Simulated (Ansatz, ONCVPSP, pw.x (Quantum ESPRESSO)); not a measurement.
## pw.x on fcc Cs: one setting changed

Potential: optimised norm-conserving Vanderbilt (ONCV), ONCVPSP 4.0.1.1 (patched build), PBE; core [Kr] 4d10 5s2, reference 5p6 6s1; waves: 6s: rc 4.00 bohr, ncon 5, nbas 10, qcut 1.5 1/bohr, 2 projectors, debl 2.7 Ha; 5p: rc 2.45 bohr, ncon 4, nbas 7, qcut 7.7 1/bohr, 1 projector; d scattering state at 0.39 Ha: rc 4.25 bohr, ncon 4, nbas 7, qcut 2.7 1/bohr, 2 projectors, debl 0.3 Ha; local part: polynomial inside 1.95 bohr (lpopt 2, dvloc0 0 Ha); core correction: polynomial model core, fcfact 0.7. In the d channel the program set the typed energies aside and used 0.050, 0.350 Ha.

The reference run (k-mesh 8³, cutoffs 50/200 Ry, Fermi–Dirac 0.01 Ry, mixing_beta 0.4, conv_thr 1e-9, no spin) gives -0.01 GPa at 117.544 Å³/atom, where all-electron LAPW gives -0.00 GPa. This run, with its own iteration cap, changes smearing to gauss.

```
&control
  calculation='scf', prefix='x', pseudo_dir='./', outdir='./tmp', tstress=.true., disk_io='none'
/
&system
  ibrav=0, nat=1, ntyp=1, ecutwfc=50, ecutrho=200, nbnd=11,
  occupations='smearing', smearing='gauss', degauss=0.01
/
&electrons
  conv_thr=1e-09, mixing_beta=0.4, electron_maxstep=60
/
ATOMIC_SPECIES
Cs 1.0 Cs.UPF
CELL_PARAMETERS angstrom
  0.00000000 3.88797524 3.88797524
  3.88797524 0.00000000 3.88797524
  3.88797524 3.88797524 0.00000000
ATOMIC_POSITIONS crystal
Cs 0.0000 0.0000 0.0000
K_POINTS automatic
8 8 8 0 0 0
```

```bash
pw.x < Cs.scf.in > Cs.scf.out
```

Problem. How does the run end?

Solution. It converges in 7 iterations; the free energy moves by +33.9 meV/atom and the pressure by +0.00 GPa. Gaussian smearing of the same width is narrower in effect than Fermi–Dirac, so its quadratic term in F is smaller.

```
Message from routine setup:
     using ibrav=0 with symmetry is DISCOURAGED, use correct ibrav instead
     lattice parameter (alat)  =      10.3905  a.u.
     unit-cell volume          =     793.2262 (a.u.)^3
     number of electrons       =         7.00
     number of Kohn-Sham states=           11
     kinetic-energy cutoff     =      50.0000  Ry
     charge density cutoff     =     200.0000  Ry
     scf convergence threshold =      1.0E-09
     Exchange-correlation= PBE
     number of k points=    29  Gaussian smearing, width (Ry)=  0.0100
     iteration #  1     ecut=    50.00 Ry     beta= 0.40
     total energy              =     -34.33878763 Ry
     estimated scf accuracy    <       0.00118277 Ry
     iteration #  2     ecut=    50.00 Ry     beta= 0.40
     total energy              =     -34.33881421 Ry
     estimated scf accuracy    <       0.00027468 Ry
     iteration #  3     ecut=    50.00 Ry     beta= 0.40
     total energy              =     -34.33886132 Ry
     estimated scf accuracy    <       0.00001980 Ry
     iteration #  4     ecut=    50.00 Ry     beta= 0.40
     total energy              =     -34.33886298 Ry
     estimated scf accuracy    <       0.00000012 Ry
     iteration #  5     ecut=    50.00 Ry     beta= 0.40
     total energy              =     -34.33886304 Ry
     estimated scf accuracy    <       0.00000004 Ry
     iteration #  6     ecut=    50.00 Ry     beta= 0.40
     total energy              =     -34.33886304 Ry
     estimated scf accuracy    <       0.00000002 Ry
     iteration #  7     ecut=    50.00 Ry     beta= 0.40
     the Fermi energy is     1.6472 ev
!    total energy              =     -34.33886305 Ry
     estimated scf accuracy    <          3.7E-11 Ry
     smearing contrib. (-TS)   =      -0.00107982 Ry
     The total energy is F=E-TS. E is the sum of the following terms:
     one-electron contribution =      -7.40603678 Ry
     hartree contribution      =       5.04429975 Ry
     xc contribution           =     -16.68736574 Ry
     ewald contribution        =     -15.28868045 Ry
     convergence has been achieved in   7 iterations
          total   stress  (Ry/bohr**3)                   (kbar)     P=       -0.04
     Message from routine punch:
     Nothing written, as per user request (disk_io='none')
```

The run took about 37 s on one core of a shared host (Neoverse-N1, 64 threads, 124 GiB, load 58).
